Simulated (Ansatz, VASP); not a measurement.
Given: the input of a run of VASP 6.6.1 on BiTe.

File POSCAR:

```
BiTe
1.0
    0.0000000000      3.1912784242      3.1912784242
    3.1912784242      0.0000000000      3.1912784242
    3.1912784242      3.1912784242      0.0000000000
Bi Te
1 1
Direct
    0.0000000000      0.0000000000      0.0000000000
    0.5000000000      0.5000000000      0.5000000000
```

File INCAR.step1:

```
SYSTEM = BiTe
  ALGO = Normal
  EDIFF = 1E-4
  ENCUT = 520
  GGA = PE
  ISMEAR = -1
  LASPH = .TRUE.
  LCHARG = .FALSE.
  LREAL = .FALSE.
  LWAVE = .TRUE.
  NBANDS = 18
  NELM = 60
  PREC = Accurate
  SIGMA = 0.05
```

INCAR.step2

```
SYSTEM = BiTe
  ALGO = Normal
  EDIFF = 1E-6
  ENCUT = 520
  ISIF = 2
  ISMEAR = -1
  ISTART = 1
  LASPH = .TRUE.
  LCHARG = .FALSE.
  LMIXTAU = .TRUE.
  LREAL = .FALSE.
  LWAVE = .FALSE.
  METAGGA = R2SCAN
  NBANDS = 18
  NELM = 60
  PREC = Accurate
  SIGMA = 0.05
```

Contents of KPOINTS:

```
k-points
0
G
  7 7 7
  0 0 0
```

Potentials or basis: VASP PAW PBE potentials, release 64 (Bi_d, Te).

Run with:

```console
$ cat potpaw_PBE.64/Bi_d/POTCAR potpaw_PBE.64/Te/POTCAR > POTCAR
$ cp INCAR.step1 INCAR
$ mpirun -np 1 vasp_std > vasp.out
$ cp INCAR.step2 INCAR
$ mpirun -np 1 vasp_std > vasp.out
```

Problem. Translate it to Ansatz 0.2.0. Potentials there: Ansatz PAW.

Solution. As run (the cutoff follows the program's own potentials):

File input.yaml:

```yaml
crystal:
  lattice:
    - [0.0, 3.1912784242, 3.1912784242]
    - [3.1912784242, 0.0, 3.1912784242]
    - [3.1912784242, 3.1912784242, 0.0]
  atoms:
    - { symbol: Bi, position: [0.0, 0.0, 0.0] }
    - { symbol: Te, position: [0.5, 0.5, 0.5] }
hamiltonian:
  xc: r2scan
  pseudopotentials: { kind: paw }
kpoints:
  mp_grid: { grid: [7, 7, 7] }
scf:
  occupations: { method: fermi_dirac, width: 0.05 }
output:
  forces: true
  stress: true
  eigenvalues: true
```

Potentials or basis: Ansatz PAW.

The run is started by

```bash
$ ansatz run input.yaml --threads 2 --pin off --max-ram 5632MiB --backend cpu --events-out ev --progress --plain --runs-dir out
```

Both were run:

|  | VASP | Ansatz | Ansatz less VASP |
| --- | --- | --- | --- |
| gap on the k mesh at the Fermi level (eV) | none | none | - |
| pressure (GPa) | 2.4 | 2.4 | +0.02 |

A gap of «none» marks a metal or a gap that the smearing closes. The two sets of potentials don't hold the same shells in valence.

Caveats: spin-orbit coupling is left out, which moves the levels of the heavy elements; the PAW data sets were made with another functional, which shifts forces and pressure a little (VASP); the PAW data sets come from PBE, with cores solved anew for the run's functional, which leaves a small shift of forces and pressure (Ansatz).
